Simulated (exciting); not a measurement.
A run of exciting (release sodium) is set up as follows.

The input input.xml:

```xml
<input>
  <title>CuAu</title>
  <structure speciespath="./" tshift="false">
    <crystal scale="1">
      <basevect>2.726982224797 1.574423921579 8.042997077741</basevect>
      <basevect>-2.726982224797 1.574423921579 8.042997077741</basevect>
      <basevect>0.000000000000 -3.148847843157 8.042997077741</basevect>
    </crystal>
    <species speciesfile="Au.xml" rmt="2.3">
      <atom coord="0.000000000000 0.000000000000 0.000000000000"/>
    </species>
    <species speciesfile="Cu.xml" rmt="2">
      <atom coord="0.500000000000 0.500000000000 0.500000000000"/>
    </species>
  </structure>
  <groundstate do="fromscratch" ngridk="11 11 11" rgkmax="9" gmaxvr="14" lmaxapw="10" lmaxmat="10" lmaxvr="8" xctype="GGA_PBE_SOL" stype="Fermi Dirac" swidth="0.00183747" nempty="18" ValenceRelativity="iora*" epsengy="1e-05" epspot="1e-05" maxscl="60" tforce="true" outputlevel="normal"/>
</input>
```

Potentials or basis: all-electron LAPW+lo, shipped species files, valence relativity iora*.

Command:

```sh
$ OMP_NUM_THREADS=1 exciting_smp
```

Q: Estimate the band gap on the k mesh.

A: None (metal or under the smearing width).

 Spin-orbit coupling is left out, which matters for the levels of Au.
